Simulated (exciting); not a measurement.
Crystal: InP.

```
In P
1.0
     0.00000    2.93050    2.93050
     2.93050    0.00000    2.93050
     2.93050    2.93050    0.00000
In P
1 1
Direct
  0.00000 0.00000 0.00000
  0.75000 0.75000 0.75000
```

Base run:

| Property | Result |
| --- | --- |
| Program | exciting (release sodium) |
| Functional | PBE |
| Potentials or basis | all-electron LAPW+lo, shipped species files, valence relativity iora* |
| rgkmax | 7.8 |
| k mesh | 6 × 6 × 6 |
| Occupations | fermi-dirac, width 0.05 eV |
| Spin | spin-orbit coupling, no magnetisation |

Its results: band gap on the k mesh 0.67 eV, direct.

**Question.** The run is repeated on the same cell with these changes: functional from PBE to LDA. What comes out?

**Answer.** Band gap on the k mesh 0.44 eV, direct.

Caveats: the tetrahedron DOS on this energy grid can lose part of the weight of narrow d or f bands (some runs).
